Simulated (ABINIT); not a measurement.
# InSe (R3m) in ABINIT: settings compared, part 2 of 2

ABINIT 10.8.3 (patched build).

## (4) Single point, PBE, spin-orbit coupling, no magnetisation

Input file run.abi:

```
# Pseudopotentials
pp_dirpath "./"
pseudos "In.GGA_PBE-JTH.xml, Se.GGA_PBE-JTH.xml"

# Structure
acell 16.5355823142 16.5355823142 16.5355823142
rprim
     0.2285648112     0.1319619553     0.9645435031
    -0.2285648112     0.1319619553     0.9645435031
     0.0000000000    -0.2639239105     0.9645435031
ntypat 2
znucl 49 34
natom 4
typat 1 1 2 2
xred
     0.8886000000     0.8886000000     0.8886000000
     0.0000000000     0.0000000000     0.0000000000
     0.1719000000     0.1719000000     0.1719000000
     0.3835000000     0.3835000000     0.3835000000

# Plane-wave basis
ecut 16.0
pawecutdg 32.0

# k points
kptopt 4
ngkpt 6 6 6
nshiftk 1
shiftk 0.0 0.0 0.0

# Exchange and correlation
ixc 11

# Bands and occupations
nband 46
occopt 3
tsmear 0.00183747

# Spin
nspinor 2
nspden 1
pawspnorb 1

# SCF cycle
nstep 100
tolvrs 1.0e-9

# Output
iomode 3
prtwf 0
prteig 0
prtebands 0
enunit 1
prtden 1
prtvha 1
prtvclmb 1
prtpot 1
```

Potentials or basis: JTH PAW PBE v2.0.

On the command line:

```bash
mpirun --bind-to none -np 4 abinit run.abi > log 2>&1
```

run.abo:

```text
.Version 10.8.3 of ABINIT
 Symmetries : space group R3 (#146); Bravais hR (rhombohedral)
================================================================================
 Values of the parameters that define the memory need of the present run
     intxc =       0    ionmov =       0      iscf =      17    lmnmax =      18
     lnmax =       6     mgfft =      60  mpssoang =       3    mqgrid =    3001
     natom =       4  nloc_mem =       2    nspden =       1   nspinor =       2
    nsppol =       1      nsym =       3    n1xccc =       1    ntypat =       2
    occopt =       3   xclevel =       2
       mpw =        2424          nfft =      216000          nkpt =          76
Pmy_natom=         1
 PAW method is used; the additional fine FFT grid is defined by:
   mgfftf=        90    nfftf =    729000
================================================================================
================================================================================

--------------------------------------------------------------------------------
------------- Echo of variables that govern the present computation ------------
--------------------------------------------------------------------------------
 -outvars: echo values of preprocessed input variables --------
            acell      1.6535582314E+01  1.6535582314E+01  1.6535582314E+01 Bohr
              amu      1.14820000E+02  7.89600000E+01
             ecut      1.60000000E+01 Hartree
           enunit           1
                       outvar_i_n : Printing only first  50 k-points.
              ixc          11
                       outvar_i_n : Printing only first  50 k-points.
           kptopt           4
         kptrlatt        6    0    0      0    6    0      0    0    6
          kptrlen      4.53534270E+01
            natom           4
            nband          46
            ngfft          60      60      60
          ngfftdg          90      90      90
             nkpt          76
          nspinor           2
            nstep         100
             nsym           3
           ntypat           2
                       prtocc : prtvol=0, do not print more k-points.
           occopt           3
        pawcpxocc           2
        pawecutdg      3.20000000E+01 Hartree
        pawspnorb           1
         pawxcdev           0
        prtebands           0
           prteig           0
           prtpot           1
         prtvclmb           1
           prtvha           1
            prtwf           0
            rprim      2.2856481120E-01  1.3196195530E-01  9.6454350310E-01
                      -2.2856481120E-01  1.3196195530E-01  9.6454350310E-01
                       0.0000000000E+00 -2.6392391050E-01  9.6454350310E-01
          spgroup         146
           tolvrs      1.00000000E-09
           tsmear      1.83747000E-03 Hartree
            typat      1  1  2  2
           useylm           1
                       outvars : Printing only first  50 k-points.
           xangst     -2.2728615750E-17  7.7754718341E-10  2.2499351984E+01
                       0.0000000000E+00  0.0000000000E+00  0.0000000000E+00
                       2.6997760039E-17  1.5041677894E-10  4.3525079969E+00
                      -1.5492483378E-16  3.3557200399E-10  9.7102199930E+00
            xcart     -4.2950858988E-17  1.4693512266E-09  4.2517613260E+01
                       0.0000000000E+00  0.0000000000E+00  0.0000000000E+00
                       5.1018372487E-17  2.8424651695E-10  8.2250480749E+00
                      -2.9276550595E-16  6.3413918307E-10  1.8349656409E+01
             xred      8.8860000000E-01  8.8860000000E-01  8.8860000000E-01
                       0.0000000000E+00  0.0000000000E+00  0.0000000000E+00
                       1.7190000000E-01  1.7190000000E-01  1.7190000000E-01
                       3.8350000000E-01  3.8350000000E-01  3.8350000000E-01
[... 136 lines left out ...]
       0.000000000000      0.000000000000      0.000000000000
       0.171900000000      0.171900000000      0.171900000000
       0.383500000000      0.383500000000      0.383500000000
 rms dE/dt=  9.9174E-02; max dE/dt=  1.1416E-01; dE/dt below (all hartree)
    1      -0.116097638170     -0.116097638170     -0.116097638170
    2       0.114158771386      0.114158771386      0.114158771386
    3       0.082361942750      0.082361942750      0.082361942750
    4      -0.077767397855     -0.077767397855     -0.077767397855

 cartesian coordinates (angstrom) at end:
    1     -0.00000000000000     0.00000000077755    22.49935198374217
    2      0.00000000000000     0.00000000000000     0.00000000000000
    3      0.00000000000000     0.00000000015042     4.35250799685492
    4     -0.00000000000000     0.00000000033557     9.71021999298349

 cartesian forces (hartree/bohr) at end:
    1      0.00000000000000     0.00000000000000     0.00732080040829
    2     -0.00000000000000    -0.00000000000000    -0.00711598212805
    3      0.00000000000000    -0.00000000000000    -0.00512236161933
    4      0.00000000000000     0.00000000000000     0.00491754333910
 frms,max,avg= 3.5899413E-03 7.3208004E-03   0.000E+00  0.000E+00 -4.163E-05 h/b

 cartesian forces (eV/Angstrom) at end:
    1      0.00000000000000     0.00000000000000     0.37645069283094
    2     -0.00000000000000    -0.00000000000000    -0.36591851339714
    3      0.00000000000000    -0.00000000000000    -0.26340242500612
    4      0.00000000000000     0.00000000000000     0.25287024557232
 frms,max,avg= 1.8460220E-01 3.7645069E-01   0.000E+00  0.000E+00 -2.141E-03 e/A
 length scales= 16.535582314200 16.535582314200 16.535582314200 bohr
              =  8.750253323749  8.750253323749  8.750253323749 angstroms
 Fermi (or HOMO) energy (eV) =   2.42637   Average Vxc (eV)=  -9.03687
 Eigenvalues (   eV  ) for nkpt=  76  k points:
 kpt#   1, nband= 46, wtk=  0.00463, kpt=  0.0000  0.0000  0.0000 (reduced coord)
 -12.86451  -12.86451  -12.82532  -12.82532  -12.81130  -12.81130  -12.77446  -12.77446
 -12.04410  -12.04410  -12.00681  -12.00681  -12.00534  -12.00534  -11.94695  -11.94695
 -11.88479  -11.88479  -11.83324  -11.83324  -11.36091  -11.36091  -10.95297  -10.95297
  -4.09756   -4.09756   -1.25318   -1.25318    0.54623    0.54623    0.83137    0.83137
   0.88230    0.88230    1.02682    1.02682    1.12278    1.12278    3.87912    3.87912
   4.27952    4.27952    6.38894    6.38894    6.76917    6.76917
 prteigrs : prtvol=0 or 1, do not print more k-points.

--- !EnergyTerms
iteration_state     : {dtset: 1, }
comment             : Components of total free energy in Hartree
kinetic             :  3.48040499001287E+01
hartree             :  5.44194798550978E+01
xc                  : -2.77694244734001E+01
Ewald energy        : -8.73891581260002E+01
psp_core            :  5.47384423498039E+00
local_psp           : -1.43888879447612E+02
PAW spherical_terms :  2.90433734774439E+01
internal            : -1.35306714579362E+02
'-kT*entropy'       : -3.15710652926536E-06
total_energy        : -1.35306717736468E+02
total_energy_eV     : -3.68188335800296E+03
...

--- !EnergyTermsDC
iteration_state     : {dtset: 1, }
comment             : '"Double-counting" decomposition of free energy'
band_energy         : -1.11138424603601E+01
Ewald energy        : -8.73891581260002E+01
psp_core            :  5.47384423498039E+00
xc_dc               : -6.55608360225534E+01
PAW spherical_terms :  2.32832780942632E+01
internal            : -1.35306714279670E+02
'-kT*entropy'       : -3.15710652926536E-06
total_energy_dc     : -1.35306717436777E+02
total_energy_dc_eV  : -3.68188334984794E+03
...

--- !EnergyTermsWithPAWCore
iteration_state     : {dtset: 1, }
comment             : 'Components of total free energy, including PAW core contributions'
Total energy        : -1.66237005224884E+04
Total energy DC     : -1.66237005221888E+04
Total energy (eV)   : -4.52353935754949E+05
Total energy DC (eV): -4.52353935746794E+05
...

 Cartesian components of stress tensor (hartree/bohr^3)
  sigma(1 1)= -9.18767549E-05  sigma(3 2)= -2.36520305E-13
  sigma(2 2)= -9.18767542E-05  sigma(3 1)=  0.00000000E+00
  sigma(3 3)= -4.77068032E-05  sigma(2 1)=  0.00000000E+00

-Cartesian components of stress tensor (GPa)         [Pressure=  2.2699E+00 GPa]
- sigma(1 1)= -2.70310745E+00  sigma(3 2)= -6.95866761E-09
- sigma(2 2)= -2.70310743E+00  sigma(3 1)=  0.00000000E+00
- sigma(3 3)= -1.40358261E+00  sigma(2 1)=  0.00000000E+00

== END DATASET(S) ==============================================================
================================================================================

 -outvars: echo values of variables after computation  --------
            acell      1.6535582314E+01  1.6535582314E+01  1.6535582314E+01 Bohr
           etotal     -1.3530671744E+02
            fcart      1.5997991494E-18  1.2675519109E-18  7.3208004083E-03
                      -2.8758928748E-18 -1.3383480775E-18 -7.1159821281E-03
                       7.0530384486E-19 -6.0353986235E-19 -5.1223616193E-03
                       5.7078988061E-19  6.7433602897E-19  4.9175433391E-03
            rprim      2.2856481120E-01  1.3196195530E-01  9.6454350310E-01
                      -2.2856481120E-01  1.3196195530E-01  9.6454350310E-01
                       0.0000000000E+00 -2.6392391050E-01  9.6454350310E-01
           strten     -9.1876754888E-05 -9.1876754170E-05 -4.7706803155E-05
                      -2.3652030469E-13  0.0000000000E+00  0.0000000000E+00
           xangst     -2.2728615750E-17  7.7754718341E-10  2.2499351984E+01
                       0.0000000000E+00  0.0000000000E+00  0.0000000000E+00
                       2.6997760039E-17  1.5041677894E-10  4.3525079969E+00
                      -1.5492483378E-16  3.3557200399E-10  9.7102199930E+00
             xred      8.8860000000E-01  8.8860000000E-01  8.8860000000E-01
                       0.0000000000E+00  0.0000000000E+00  0.0000000000E+00
                       1.7190000000E-01  1.7190000000E-01  1.7190000000E-01
                       3.8350000000E-01  3.8350000000E-01  3.8350000000E-01
 Calculation completed.
```

Wall time 9.1 min (4 MPI ranks of Arm Neoverse V1, shared host); peak memory 1.5 GiB.

What came out:

* Free energy: -3681.8833 eV
* Largest force: 0.376 eV/Å
* Band gap on the k mesh: 0.40 eV, direct
* Valence electrons inside the program's atomic spheres: In 11.18; Se 3.95

Forces on the atoms (eV/Å):
```
In   0.000  0.000  0.376
In   0.000  0.000 -0.366
Se   0.000  0.000 -0.263
Se   0.000  0.000  0.253
```

Caveat: the cutoff is too short for stress, so the log's stress isn't used. A k mesh can miss the band edges.

## (5) How close it comes

Step 3. A measured gap of InSe is 1.25 eV (300 K; “The Interaction of Hydrogen with the van der Waals Crystal γ-InSe”, 2020, pmc:7321205); the calculated 0.44 eV misses it by -0.81 eV. The value is that of PBE on a finite k mesh, which can miss the band edges, without temperature or zero-point motion. Semilocal functionals fall short of measured gaps as a rule.
